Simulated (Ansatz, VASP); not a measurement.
# One calculation of Pd, two programs

The input INCAR:

```
PREC = Accurate ; ENCUT = 520
EDIFF = 1E-6 ; ISMEAR = -1
SIGMA = 0.05 ; LREAL = F
LASPH = T ; NELM = 100
ALGO = Fast ; ISIF = 2
LWAVE = F ; LCHARG = F
GGA = PS ; NBANDS = 11
```

The input KPOINTS:

```
Automatic mesh
0
Gamma
  9 9 9
```

The input POSCAR:

```
Pd
1.0
    0.0000000000      1.9465000000      1.9465000000
    1.9465000000      0.0000000000      1.9465000000
    1.9465000000      1.9465000000      0.0000000000
Pd
1
Direct
    0.0000000000      0.0000000000      0.0000000000
```

Contents of input.yaml:

```yaml
crystal:
  lattice:
    - [0.0, 1.9465, 1.9465]
    - [1.9465, 0.0, 1.9465]
    - [1.9465, 1.9465, 0.0]
  atoms:
    - { symbol: Pd, position: [0.0, 0.0, 0.0] }
kpoints:
  mp_grid: { grid: [9, 9, 9] }
  band_path:
    path:
      - [0.0, 0.0, 0.0]
      - [0.5, 0.0, 0.5]
      - [0.5, 0.25, 0.75]
      - [0.375, 0.375, 0.75]
      - [0.0, 0.0, 0.0]
      - [0.5, 0.5, 0.5]
      - [0.625, 0.25, 0.625]
      - [0.5, 0.25, 0.75]
    npoints: 6
scf:
  occupations: { method: fermi_dirac, width: 0.05 }
hamiltonian:
  xc: pbesol
  pseudopotentials: { kind: all_electron, lapw: { basis_error: 0.001 } }
output:
  forces: true
  stress: true
  eigenvalues: true
```

Alike in both runs: functional PBEsol; k mesh 9 × 9 × 9; occupations fermi-dirac, width 0.05 eV; no spin polarisation.

```csv
,VASP,Ansatz
version,VASP 6.6.1,Ansatz 0.2.0
potentials or method,"VASP PAW PBE potentials, release 64 (Pd)","all-electron LAPW, scalar-relativistic"
plane-wave cutoff (eV),520,see its input
task,single point,band structure
```

```csv
,VASP,Ansatz,Ansatz less VASP
gap on the k mesh at the Fermi level (eV),none,none,-
pressure (GPa),-3.3,-3.0,+0.32
```

A gap of «none» marks a metal or a gap that the smearing closes. Ansatz ran all-electron here, so the differences hold the error of VASP's frozen core and of both bases.

Caveats: the PAW data sets were made with another functional, which shifts forces and pressure a little (VASP); the k mesh is thin for a metal, which can move the energy by tens of meV per atom (Ansatz).
